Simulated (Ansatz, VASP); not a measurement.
# SnO2: VASP beside Ansatz

Contents of INCAR:

```
ALGO = Normal
EDIFF = 1E-7
ENCUT = 520
GGA = PE
ISIF = 2
ISMEAR = -1
LASPH = True
LCHARG = False
LREAL = False
LWAVE = False
NELM = 80
PREC = Accurate
SIGMA = 0.05
```

KPOINTS

```
k-points
0
Gamma
  9 6 5
```

The input POSCAR:

```
SnO2
1.0
    3.0232700000      0.0302327000      0.0000000000
    0.0496468000      4.9646800000      0.0000000000
    0.0000000000      0.0000000000      5.9769600000
Sn O
1 2
Direct
    0.5000000000      0.5000000000      0.0000000000
    0.0000000000      0.5000000000      0.7757200000
    0.0000000000      0.5000000000      0.2242800000
```

File input.yaml:

```yaml
crystal:
  lattice:
    - [3.02327, 0.0302327, 0.0]
    - [0.0496468, 4.96468, 0.0]
    - [0.0, 0.0, 5.97696]
  atoms:
    - { symbol: Sn, position: [0.5, 0.5, 0.0] }
    - { symbol: O, position: [0.0, 0.5, 0.77572] }
    - { symbol: O, position: [0.0, 0.5, 0.22428] }
hamiltonian:
  xc: pbe
  pseudopotentials: { kind: paw }
kpoints:
  mp_grid: { grid: [9, 6, 5] }
scf:
  occupations: { method: fermi_dirac, width: 0.05 }
output:
  forces: true
  stress: true
  eigenvalues: true
  write_density: true
  write_potential: true
  elf: true
  volumetric_format: npy
```

Change from the starting cell: strain = 0.02.

Alike in both runs: task single point; functional PBE; k mesh 9 × 6 × 5; occupations fermi-dirac, width 0.05 eV; no spin polarisation.

|  | VASP | Ansatz |
| --- | --- | --- |
| version | VASP 6.6.1 | Ansatz 0.2.0 |
| potentials or method | VASP PAW PBE potentials, release 64 (Sn_d, O) | Ansatz PAW |
| plane-wave cutoff (eV) | 520 | 420 |
| valence electrons in the cell | 26 | 26 |

Ansatz gave:

| Quantity | Value |
| --- | --- |
| gap on the k mesh at the Fermi level (eV) | 1.31 |
| least direct gap on the mesh (eV) | 1.86 |
| pressure (GPa) | 0.5 |
| largest component of the traceless stress (GPa) | 0.05 |
| rms of the force components (eV/Å) | 0.001 |

Question: Which values does VASP return?

Answer: gap on the k mesh at the Fermi level (eV): 1.29; least direct gap on the mesh (eV): 1.85; pressure (GPa): 0.7; largest component of the traceless stress (GPa): 0.33; rms of the force components (eV/Å): 0.044.

Atom by atom the forces differ by 0.045 eV/Å (rms over components).

Caveats: spin-orbit coupling is left out, which moves the levels of the heavy elements; an odd mesh through Γ misses points on the zone boundary, where band edges often lie (VASP); odd divisions of the mesh miss points on the zone boundary, where band edges often lie, so the gap on the mesh can be too wide (Ansatz); the pressure holds a Pulay correction of +0.3 GPa for the finite cutoff (Ansatz).
